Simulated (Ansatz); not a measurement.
**Zr: changes ranked by their effect on the pressure**

```xyz
2
Lattice="3.2320 0.0000 0.0000 -1.6160 2.7990 0.0000 0.0000 0.0000 5.1470" Properties=species:S:1:pos:R:3 pbc="T T T"
Zr    0.0000    1.8660    1.2868
Zr    1.6160    0.9330    3.8603
```

Atoms are numbered in the order listed.

The cell is COD entry 9008523, as deposited and not checked against the literature; nothing was relaxed.

Computed with DFT, PBE, all-electron LAPW, scalar-relativistic in Ansatz 0.2.0.

Sampling and basis: a Γ-centred 13×13×7 k mesh, Fermi–Dirac smearing of 0.03 eV, basis error target 0.25 meV/atom, no spin polarisation.

In this reference run the pressure is 0.5 GPa (positive in compression). Each change below is made alone, on the same k mesh, with fractional coordinates held unless an atom is moved; x, y and z are the Cartesian axes.

(1) Order the changes by the shift of the pressure, most negative first.
A. volume scaled by 0.98
B. atom 1 (Zr) moved by (0.0000, 0.0000, 0.0300) Å
C. x and y strained by +3 %, z held
D. volume scaled by 1.02

Answers

(1) C (-5.0 GPa), D (-1.8 GPa), B (0.0 GPa), A (+2.0 GPa).
